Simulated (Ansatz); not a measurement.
# KBr: the cost of one run

Program: Ansatz 0.2.0. Level of theory: DFT PBE, scalar-relativistic, plane waves, PAW. These are calculated values, not measurements.

The COD entry's cell or inner coordinates are ideal or old and differ from later refinements, so a difference from it is no clean test against experiment.

## (1) The structure to begin with

The structure is cubic, space group Fm-3m (No. 225). The conventional cell has a = 6.585 Å, b = 6.585 Å, c = 6.585 Å, α = 90.00°, β = 90.00°, γ = 90.00°. K (site symmetry m-3m) has 6 Br at 3.29 Å in its first shell of neighbours. Br (site symmetry m-3m) has 6 K at 3.29 Å in its first shell of neighbours.

Structure file:

```xyz
2
Lattice="0.0000 3.2925 3.2925 3.2925 0.0000 3.2925 3.2925 3.2925 0.0000" Properties=species:S:1:pos:R:3 pbc="T T T"
K     0.0000    0.0000    0.0000
Br    3.2925    3.2925    3.2925
```

The cell is taken as given, not relaxed at this level.

## (2) The reference cell

Reference values: F = -4324.4942 eV; pressure 0.83 GPa; largest force 0.000 eV/Å; gap on the mesh 4.45 eV. It was computed beforehand with the settings of the runs below.

## (3) Next: a strain scan

The cell is strained by ε times the Voigt pattern (0, 0, 0, 1, 0, 0) (xx, yy, zz, yz, xz, xy; engineering shear), with fractional coordinates fixed (clamped ions). The stress on the pattern is the sum of the stress components weighted by it, tension positive.

## (4) ε = -0.1000

File input.yaml:

```yaml
crystal:
  lattice:
    - [0.0, 3.127875, 3.127875]
    - [3.2925, -0.164625, 3.2925]
    - [3.2925, 3.2925, -0.164625]
  atoms:
    - { symbol: K, position: [0.0, 0.0, 0.0] }
    - { symbol: Br, position: [0.5, 0.5, 0.5] }
basis:
  ecutwfc: 420
kpoints:
  mp_grid: { grid: [6, 6, 6] }
hamiltonian:
  xc: pbe
scf:
  occupations: { method: gaussian, width: 0.05 }
output:
  forces: true
  stress: true
  eigenvalues: true
```

On the command line:

```sh
ansatz run input.yaml --threads 1 --pin off --max-ram 2560MiB --backend cpu --events-out ev --progress --plain --runs-dir out
```

**Question.** How long does this run take on 1 thread of Arm Neoverse V2, shared host, and how much memory does it need?

About 2.1 s, with a peak of 0.32 GiB.
